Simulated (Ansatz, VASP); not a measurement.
Two plane-wave programs on C

```
C
1.0
     0.00000    1.41199    1.68464
     1.39979    0.00000    1.68464
     1.39979    1.41199    0.00000
C
1
Cartesian
  1.3998 1.4120 1.6846
```

Alike in both runs: task relaxation of cell and atoms; functional PBE; k mesh 10 × 10 × 10; occupations gaussian, width 0.1 eV; no spin polarisation.

```csv
,VASP,Ansatz
version,VASP 6.6.1,Ansatz 0.2.0
potentials or method,"VASP PAW PBE potentials, release 64 (C)","scalar-relativistic, plane waves, PAW"
plane-wave cutoff (eV),600,420
valence electrons in the cell,4,4
```

```tsv
	VASP	Ansatz	Ansatz less VASP
gap on the k mesh at the Fermi level, each at its own relaxed structure (eV)	none	none	-
relaxed volume (Å³/atom)	7.01	9.73	+2.719
relaxed cell length with the largest relative difference (Å)	2.929	3.899	+0.9701
energy change over the relaxation (meV/atom)	-1669	-1885	-215.4
```

A gap of «none» marks a metal or a gap that the smearing closes. One of these differences is far larger than is usual between the two programs; its cause wasn't traced.

Caveats: the k mesh is coarse (spacing up to 0.37 Å⁻¹), so the values aren't converged.
